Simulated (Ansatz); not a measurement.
AlN: from supercell energies to defect levels (N interstitial)

These are results of Ansatz, DFT PBE, scalar-relativistic, plane waves, PAW, not measurements. Run with 420 eV cutoff, 3×3×3 k-mesh, Gaussian smearing of 0.01 eV, collinear spin in charge 0, -2 alone.

Host crystal, relaxed:

```
Al N
1.0
     3.13021    0.00000    0.00000
    -1.56510    2.71084    0.00000
     0.00000    0.00000    5.01804
Al N
2 2
Direct
  0.66667 0.33333 0.49923
  0.33333 0.66667 0.99923
  0.66667 0.33333 0.88077
  0.33333 0.66667 0.38077
```

The N interstitial was set at (0.000, 0.000, 0.208) of the host cell, in a supercell of 48 sites (511 Å³), relaxed at fixed cell in each charge q. The host's Kohn–Sham gap is 4.03 eV and its static dielectric constant 8.8 (mean). For each charge: the supercell's free energy over the neutral one with q electrons exchanged at the valence band top, F(q) − F(0) + qE_v; the image-charge term; and the term that aligns the potential far from the defect with the host's.

```csv
q,F(q) − F(0) + qE_v (eV),image charge (eV),alignment (eV)
0,0.000,0.000,0.000
-1,2.056,0.291,-0.194
-2,3.570,1.164,-0.424
```

Q: Add the terms and find the levels between neighbouring charges, ε(q/q′) = [A(q′) − A(q)]/(q − q′), with and without the two corrections.

A: A(q): 0.000 eV for 0, 2.153 eV for -1, 4.311 eV for -2.
| level | corrected (eV over E_v) | uncorrected (eV) |
| --- | --- | --- |
| (0/-1) | 2.15 | 2.06 |
| (-1/-2) | 2.16 | 1.51 |

As a check, a point charge in a simple cubic cell of this volume has q²αe²/(2εL) = 0.290 q² eV (e² = 14.40 eV Å, α = 2.837, L = 7.99 Å); the shape of the real cell and the anisotropy of ε can change it somewhat. The term grows as q², so it pushes donor levels down and acceptor levels up.

Q: Which of these charges is lowest with the Fermi level at the valence band top, at mid-gap and at the conduction band bottom?

A: The line A(q) + qE_F that lies lowest gives the charge: 0 at E_F = 0.00 eV, 0 at E_F = 2.02 eV, -2 at E_F = 4.03 eV. Charges beyond those computed could lie lower near the band edges.

Q: The neutral defect forms at 7.56 eV with atoms taken from and returned to the elements. What are the formation energies at those three Fermi levels, and what share of sites would hold the defect at 1200 K with E_F at mid-gap, if the host still stood at that temperature?

A: E_f = E_f(0) + A(q) + qE_F = 7.56, 7.56, 3.80 eV. In the dilute limit the share is exp(−E_f/k_BT) = exp(−7.555/0.1034) = 1.9×10⁻³², leaving out degeneracy and vibrational entropy. This is the N-rich limit; a poorer supply of N, or a competing compound of it, raises E_f. The small cell and the narrow Kohn–Sham gap leave errors of tenths of an eV or more, which change the share by orders of magnitude.